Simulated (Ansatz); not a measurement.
# MoS2 under changes of volume

One of the cells (17.864 Å³/atom); the others are scaled copies at fixed shape and fractional positions:

```
Mo S
1.0
     3.16900    0.00000    0.00000
    -1.58450    2.74443    0.00000
     0.00000    0.00000   12.32400
Mo S
2 4
Direct
  0.66667 0.33333 0.75000
  0.33333 0.66667 0.25000
  0.66667 0.33333 0.37700
  0.33333 0.66667 0.87700
  0.66667 0.33333 0.12300
  0.33333 0.66667 0.62300
```

| Quantity | Value |
| --- | --- |
| Program | Ansatz 0.2.0 |
| Functional | PBE |
| Dispersion | D3(BJ) |
| Potentials or basis | Ansatz PAW |
| Cutoff | 420 eV (not typed: the program's choice for these potentials) |
| k mesh | 10 × 10 × 3 |
| Occupations | fermi-dirac, width 0.05 eV |
| Spin | no spin polarisation |

```tsv
volume (Å³/atom)	energy over the lowest point (meV/atom)	pressure (GPa)	gap on the mesh (eV)	largest force (eV/Å)
16.792	20.50	8.3	0.86	1.012
17.149	?	?	?	?
17.507	0.00	1.1	0.91	0.268
17.864	0.92	-1.9	0.93	0.062
18.221	8.28	-4.6	0.94	0.367
18.578	21.39	-7.1	0.96	0.649
18.936	39.67	-9.3	0.97	0.910
```

What does the run at 17.149 Å³/atom give?

Energy over the lowest point 6.25 meV/atom; pressure 4.5 GPa; gap on the mesh 0.89 eV; largest force 0.625 eV/Å.

Worked out: A Birch-Murnaghan fit of order 3 (a polynomial in V^(-2/3)) to the other rows has its minimum at 17.63 Å³/atom with B0 = V·E''(V) = 152 GPa and B' = 4.5 at fixed shape and positions, which overstates the stiffness. It gives 6.24 meV/atom at 17.149 Å³/atom, against the run's 6.25, and -dE/dV = 4.5 GPa, against 4.5. A straight line through the other rows of the gap, of slope 0.909 eV per unit of ln V, gives 0.89 eV, against the run's 0.89.

Energies are extrapolated to zero smearing.

Caveats: odd divisions of the mesh miss points on the zone boundary, where band edges often lie, so the gap on the mesh can be too wide; forces of over 1 eV/Å show positions far from the minimum, so gaps and moduli don't describe the material at rest (some runs).

A mesh can miss the band edges. Spin-orbit coupling on Mo is left out.
